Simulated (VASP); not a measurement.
# SrO in VASP: one cell, several levels of theory

SrO built on the rocksalt prototype, under +2.5 % equal strain in all directions is computed at one geometry. Runs: PBE, r2SCAN. The results are then set beside those of Ansatz 0.2.0 for the same cell.

Code: VASP 6.6.1. PAW datasets, plane waves. The values are computed, spin-unpolarised, and not measurements.

**1. The structure to begin with**

The cell comes from an earlier relaxation with r2SCAN in another program.

The symmetry is Fm-3m (No. 225, cubic); a = 5.289 Å in the conventional setting, 18.49 Å³ an atom. Around Sr lie 6 O at 2.64 Å; around O lie 6 Sr at 2.64 Å.

The structure in full:

```cif
data_structure
_symmetry_space_group_name_H-M 'Fm-3m'
_symmetry_Int_Tables_number 225
_cell_length_a 5.2888
_cell_length_b 5.2888
_cell_length_c 5.2888
_cell_angle_alpha 90.000
_cell_angle_beta 90.000
_cell_angle_gamma 90.000
_cell_volume 147.93
loop_
_atom_site_label
_atom_site_type_symbol
_atom_site_symmetry_multiplicity
_atom_site_Wyckoff_symbol
_atom_site_fract_x
_atom_site_fract_y
_atom_site_fract_z
_atom_site_occupancy
Sr1 Sr 4 a 0.00000 0.00000 0.00000 1
O1 O 4 b 0.50000 0.00000 0.00000 1
```

**2. Single point with PBE**

Contents of INCAR:

```
ENCUT = 520.000000
SIGMA = 0.020000
EDIFF = 1.00e-07
GGA = PE
PREC = Accurate
IBRION = -1
ISIF = 2
ISMEAR = -1
NBANDS = 15
NELM = 120
NSW = 0
LASPH = .TRUE.
LCHARG = .TRUE.
LELF = .TRUE.
LWAVE = .FALSE.
LREAL = .FALSE.
```

Contents of KPOINTS:

```
KPOINTS created by Atomic Simulation Environment
0
Gamma
8 8 8
0 0 0
```

Contents of KPOINTS_OPT:

```
special points
7
Reciprocal
0.0000000000 0.0000000000 0.0000000000 1
0.5000000000 0.0000000000 0.5000000000 1
0.6250000000 0.2500000000 0.6250000000 1
0.3750000000 0.3750000000 0.7500000000 1
0.5000000000 0.5000000000 0.5000000000 1
0.5000000000 0.2500000000 0.7500000000 1
0.0000000000 0.5000000000 0.5000000000 1
```

Contents of POSCAR:

```
Sr O
 1.0000000000000000
     0.0000000000000000    2.6443896353000000    2.6443896353000000
     2.6443896353000000    0.0000000000000000    2.6443896353000000
     2.6443896353000000    2.6443896353000000    0.0000000000000000
 Sr  O
   1   1
Cartesian
  0.0000000000000000  0.0000000000000000  0.0000000000000000
  2.6443896353000000  2.6443896353000000  2.6443896353000000
```

Potentials: the recommended PBE PAW datasets, 16 valence electrons in the neutral cell.

Launch:

```bash
$ mpirun -np 1 vasp_std
```

Standard output, without the iteration lines:

```text
POSCAR found type information on POSCAR SrO
 POSCAR found :  2 types and       2 ions
 LDA part: xc-table for (Slater+PW92), standard interpolation
 POSCAR, INCAR and KPOINTS ok, starting setup
 FFT: planning ... GRIDC
 FFT: planning ... GRID_SOFT
 FFT: planning ... GRID
 WAVECAR not read
 entering main loop
 Start KPOINTS_OPT (optional k-point list driver)
k-point batch [1-7\7]
```

OSZICAR:

```text
N       E                     dE             d eps       ncg     rms          rms(c)
DAV:   1     0.711234666569E+02    0.71123E+02   -0.83984E+03   870   0.103E+03
DAV:   2    -0.106786527938E+02   -0.81802E+02   -0.75070E+02  1245   0.217E+02
DAV:   3    -0.141794245721E+02   -0.35008E+01   -0.34842E+01  1115   0.409E+01
DAV:   4    -0.142374422736E+02   -0.58018E-01   -0.58010E-01  1082   0.510E+00
DAV:   5    -0.142387566839E+02   -0.13144E-02   -0.13144E-02  1130   0.572E-01    0.142E+01
DAV:   6    -0.122172071574E+02    0.20215E+01   -0.70724E+00   891   0.189E+01    0.166E+01
DAV:   7    -0.120458632479E+02    0.17134E+00   -0.37206E-01   989   0.518E+00    0.959E+00
DAV:   8    -0.120347438977E+02    0.11119E-01   -0.12740E-01  1087   0.366E+00    0.380E-01
DAV:   9    -0.120351763893E+02   -0.43249E-03   -0.71693E-03  1033   0.568E-01    0.238E-01
DAV:  10    -0.120356316482E+02   -0.45526E-03   -0.46721E-04   968   0.214E-01    0.959E-02
DAV:  11    -0.120358182949E+02   -0.18665E-03   -0.21291E-04   926   0.106E-01    0.288E-02
DAV:  12    -0.120358407954E+02   -0.22500E-04   -0.30851E-05   926   0.376E-02    0.186E-02
DAV:  13    -0.120358398131E+02    0.98226E-06   -0.89528E-07  1038   0.989E-03    0.336E-03
DAV:  14    -0.120358394826E+02    0.33054E-06   -0.21614E-07  1072   0.344E-03    0.197E-03
DAV:  15    -0.120358395097E+02   -0.27137E-07   -0.11059E-08   561   0.964E-04
   1 F= -.12035840E+02 E0= -.12035840E+02  d E =-.107905E-12
       N       E                     dE             ncg
DAV:   1    -0.329972165624E+03   -0.44271E+04      210
DAV:   2    -0.829243908870E+03   -0.49927E+03      288
DAV:   3    -0.846739758277E+03   -0.17496E+02      327
DAV:   4    -0.847033283386E+03   -0.29353E+00      240
DAV:   5    -0.847036780573E+03   -0.34972E-02      259
DAV:   6    -0.847036918612E+03   -0.13804E-03      259
DAV:   7    -0.847036924685E+03   -0.60732E-05      245
DAV:   8    -0.847036924957E+03   -0.27152E-06      197
DAV:   9    -0.847036924968E+03   -0.11014E-07      175
```

The lines after F= are the extra pass for the points of KPOINTS_OPT, at fixed density; their E is not a total energy.

OUTCAR, selected sections:

```text
k-points           NKPTS =     29   k-points in BZ     NKDIM =     29   number of bands    NBANDS=     15

   NELECT =      16.0000    total number of electrons

   dimension x,y,z NGX =    28 NGY =   28 NGZ =   28
   dimension x,y,z NGXF=    56 NGYF=   56 NGZF=   56

  energy-cutoff  :      520.00
  volume of cell :       36.98
      direct lattice vectors                 reciprocal lattice vectors
     0.000000000  2.644389635  2.644389635    -0.189079549  0.189079549  0.189079549
     2.644389635  0.000000000  2.644389635     0.189079549 -0.189079549  0.189079549
     2.644389635  2.644389635  0.000000000     0.189079549  0.189079549 -0.189079549

 k-points in reciprocal lattice and weights: KPOINTS created by Atomic Simulation Env
   0.00000000  0.00000000  0.00000000       0.002
   0.12500000  0.00000000  0.00000000       0.016
   0.25000000  0.00000000  0.00000000       0.016
   0.37500000  0.00000000  0.00000000       0.016
   0.50000000  0.00000000  0.00000000       0.008
   0.12500000  0.12500000  0.00000000       0.012
   0.25000000  0.12500000  0.00000000       0.047
   0.37500000  0.12500000  0.00000000       0.047
[... 21 more k-points ...]

 E-fermi :   1.7829

 k-point     1 :       0.0000    0.0000    0.0000
  band No.  band energies     occupation
      1     -31.4161      2.00000
      2     -13.6993      2.00000
      3     -13.1291      2.00000
      4     -13.1291      2.00000
      5     -13.1291      2.00000
      6       1.2849      2.00000
      7       1.2849      2.00000
      8       1.2849      2.00000
      9       4.6934      0.00000
     10       7.2997      0.00000
     11       7.2997      0.00000
     12       7.2997      0.00000
     13       9.2837      0.00000
     14       9.2837      0.00000
     15      13.5760      0.00000

 k-point     2 :       0.1250    0.0000    0.0000
  band No.  band energies     occupation
      1     -31.4025      2.00000
      2     -14.0955      2.00000
      3     -13.1391      2.00000
      4     -13.1391      2.00000
      5     -12.7685      2.00000
      6       0.8526      2.00000
      7       1.1164      2.00000
      8       1.1164      2.00000
      9       5.3631      0.00000
     10       7.1545      0.00000
     11       7.5770      0.00000
     12       7.5770      0.00000
     13       9.6368      0.00000
     14       9.6368      0.00000
     15      14.4829      0.00000

 k-point     3 :       0.2500    0.0000    0.0000
  band No.  band energies     occupation
      1     -31.3693      2.00000
      2     -14.6162      2.00000
      3     -13.1630      2.00000
      4     -13.1630      2.00000
      5     -12.3339      2.00000
      6       0.0865      2.00000
      7       0.7493      2.00000
      8       0.7493      2.00000
      9       6.7692      0.00000
     10       7.1192      0.00000
     11       8.3255      0.00000
     12       8.3255      0.00000
     13      10.5281      0.00000
     14      10.5281      0.00000
     15      16.2230      0.00000

 k-point     4 :       0.3750    0.0000    0.0000
  band No.  band energies     occupation
      1     -31.3358      2.00000
      2     -14.9874      2.00000
      3     -13.1866      2.00000
      4     -13.1866      2.00000
      5     -12.0490      2.00000
      6      -0.5093      2.00000
      7       0.4248      2.00000
      8       0.4248      2.00000
      9       7.2870      0.00000
     10       8.3397      0.00000
     11       9.2232      0.00000
     12       9.2232      0.00000
     13      11.6542      0.00000
     14      11.6542      0.00000
     15      15.6880      0.00000

 k-point     5 :       0.5000    0.0000    0.0000
  band No.  band energies     occupation
      1     -31.3218      2.00000
      2     -15.1208      2.00000
      3     -13.1963      2.00000
      4     -13.1963      2.00000
      5     -11.9510      2.00000
      6      -0.7288      2.00000
      7       0.3002      2.00000
      8       0.3002      2.00000
      9       7.4715      0.00000
     10       9.0761      0.00000
     11       9.6490      0.00000
     12       9.6490      0.00000
     13      12.4052      0.00000
     14      12.4052      0.00000
     15      14.8561      0.00000

 k-point     6 :       0.1250    0.1250    0.0000
  band No.  band energies     occupation
      1     -31.3980      2.00000
      2     -14.1272      2.00000
      3     -13.1704      2.00000
      4     -13.1704      2.00000
      5     -12.7086      2.00000
      6       0.5954      2.00000
      7       1.2161      2.00000
      8       1.2161      2.00000
      9       5.4384      0.00000
     10       6.6795      0.00000
     11       7.8886      0.00000
     12       7.8886      0.00000
     13       9.4776      0.00000
     14       9.9766      0.00000
     15      14.7597      0.00000

 k-point     7 :       0.2500    0.1250    0.0000
  band No.  band energies     occupation
      1     -31.3715      2.00000
      2     -14.4718      2.00000
      3     -13.2093      2.00000
      4     -13.1940      2.00000
      5     -12.4484      2.00000
      6       0.1296      2.00000
      7       0.9345      2.00000
      8       1.0242      2.00000
      9       6.4064      0.00000
     10       6.4268      0.00000
     11       8.5135      0.00000
     12       8.6310      0.00000
     13      10.0106      0.00000
     14      10.7056      0.00000
     15      16.2920      0.00000

 k-point     8 :       0.3750    0.1250    0.0000
  band No.  band energies     occupation
      1     -31.3382      2.00000
      2     -14.8196      2.00000
      3     -13.2331      2.00000
      4     -13.2294      2.00000
      5     -12.2164      2.00000
      6      -0.2507      2.00000
      7       0.5268      2.00000
      8       0.6899      2.00000
      9       6.7078      0.00000
     10       7.7108      0.00000
     11       9.2794      0.00000
     12       9.4665      0.00000
     13      11.1125      0.00000
     14      11.5534      0.00000
     15      15.9563      0.00000

 k-point     9 :       0.5000    0.1250    0.0000
  band No.  band energies     occupation
      1     -31.3178      2.00000
      2     -15.0082      2.00000
      3     -13.2765      2.00000
      4     -13.2281      2.00000
      5     -12.0851      2.00000
      6      -0.4887      2.00000
      7       0.3728      2.00000
      8       0.4206      2.00000
      9       7.3035      0.00000
     10       8.3033      0.00000
     11       9.8509      0.00000
     12      10.0118      0.00000
     13      12.1878      0.00000
     14      12.4683      0.00000
     15      14.3738      0.00000

 k-point    10 :      -0.3750    0.1250    0.0000
  band No.  band energies     occupation
      1     -31.3223      2.00000
      2     -14.9797      2.00000
      3     -13.3030      2.00000
      4     -13.1974      2.00000
      5     -12.0823      2.00000
      6      -0.4821      2.00000
      7       0.3444      2.00000
      8       0.5236      2.00000
      9       7.3608      0.00000
     10       8.2027      0.00000
     11       9.4195      0.00000
     12       9.8207      0.00000
     13      12.0241      0.00000
     14      12.3550      0.00000
     15      14.6372      0.00000

 k-point    11 :      -0.2500    0.1250    0.0000
  band No.  band energies     occupation
      1     -31.3492      2.00000
      2     -14.7483      2.00000
      3     -13.2838      2.00000
      4     -13.1585      2.00000
      5     -12.2229      2.00000
      6      -0.1813      2.00000
      7       0.4932      2.00000
      8       0.8519      2.00000
      9       6.9627      0.00000
     10       7.3302      0.00000
     11       8.5188      0.00000
     12       9.2077      0.00000
     13      10.9849      0.00000
     14      11.2388      0.00000
     15      16.4392      0.00000

 k-point    12 :      -0.1250    0.1250    0.0000
  band No.  band energies     occupation
      1     -31.3824      2.00000
      2     -14.3963      2.00000
      3     -13.2159      2.00000
      4     -13.1342      2.00000
      5     -12.4934      2.00000
      6       0.3425      2.00000
      7       0.8047      2.00000
      8       1.1254      2.00000
      9       6.1254      0.00000
     10       6.8915      0.00000
     11       7.8038      0.00000
     12       8.3857      0.00000
     13       9.9594      0.00000
     14      10.3401      0.00000
     15      15.6948      0.00000

[... the tables of k-points 13 to 29 left out ...]

  Total       -0.8379706     -0.8379706     -0.8379706     -0.0000000      0.0000000      0.0000000
  in kB      -36.3022084    -36.3022084    -36.3022084     -0.0000000      0.0000000      0.0000000
  external PRESSURE =     -36.3022084 kB  Pullay stress =       0.0000000 kB

 POSITION                                       TOTAL-FORCE (eV/Angst)
 -----------------------------------------------------------------------------------
      0.00000      0.00000      0.00000         0.000000     -0.000000      0.000000
      2.64439      2.64439      2.64439         0.000000      0.000000     -0.000000
 -----------------------------------------------------------------------------------
    total drift:                                0.000000      0.000000      0.000000

  FREE ENERGIE OF THE ION-ELECTRON SYSTEM (eV)
  ---------------------------------------------------
  free  energy   TOTEN  =       -12.0358395097 eV

  energy  without entropy=      -12.0358395097  energy(sigma->0) =      -12.03583951
```

Hardware: 1 MPI rank of Intel Xeon Platinum 8488C, shared host.

The levels at the points of KPOINTS_OPT are read from vasprun.xml.

Near the gap, in eV above the top of the last filled band v; c is the band after it:

```
point    v−1      v     c   c+1
    Γ   0.00   0.00  3.41  6.01
    X  -0.14  -0.14  3.30  7.18
    U  -0.56  -0.54  4.66  7.47
    K  -0.56  -0.54  4.66  7.47
    L  -0.98  -0.98  6.19  7.79
    W  -0.51  -0.51  5.78  5.78
```

Gap with PBE: 3.30 eV, valence top at Γ, conduction bottom at X. Least direct gap: 3.41 eV. The pressure is -3.63 GPa; the forces vanish within 0.01 eV/Å.

The maps below are laid out on this run's own conventional cell (a, b, c = 5.289, 5.289, 5.289 Å).

Density in a lattice plane of the grid's cell (edges 5.29 and 5.29 Å, at 0.000 of the third edge), which holds Sr and O.

Ten even steps from ' ' (0.05 e/Å³) to '@' (8.00 e/Å³):
```
------::          ..--**##**--..          ::----
--::::..            ..::--::..            ..::::
......                                      ....
                                                
                                                
                                                
                    ..........                  
--::..            ..::::--::::..            ..::
##**--..          ::----------::          ..--**
@@%%==..        ..::--======--::..        ..==%%
##**--..          ::----------::          ..--**
--::..            ..::::--::::..            ..::
                    ..........                  
                                                
                                                
                                                
......                                      ....
--::::..            ..::--::..            ..::::
------::          ..--**##**--..          ::----
====--::..        ..==%%@@%%==..        ..::--==
```
Columns run along the first of these edges and rows up along the second, over one cell in 24 and 20 even steps from the bottom left corner. Atoms in the plane (fractional): Sr at (0.00, 0.00), Sr at (0.50, 0.50), O at (0.00, 0.50), O at (0.50, 0.00).

ELF in the same plane.

Ten even steps from '0' (0.03) to '9' (0.82):
```
789983037998789973038998
999972026999999962027999
999730015789998751003799
543200002334443320000234
000000000000000000000000
443320000234543200002334
998751003799999730015789
999962027999999972026999
789973038998789983037998
369983048986568984038996
789973038998789983037998
999962027999999972026999
998751003799999730015789
443320000234543200002334
000000000000000000000000
543200002334443320000234
999730015789998751003799
999972026999999962027999
789983037998789973038998
568984038996369983048986
```
Columns run along the first of these edges and rows up along the second, over one cell in 24 and 20 even steps from the bottom left corner. Atoms in the plane (fractional): Sr at (0.00, 0.00), Sr at (0.50, 0.50), O at (0.00, 0.50), O at (0.50, 0.00).

Both are smooth fields of the valence electrons: close to the nuclei they are not physical.

The highest ELF values outside the cores: 0.83 in the shell around O, 0.7 Å from O.

(Part 1 of 2 ends here.)
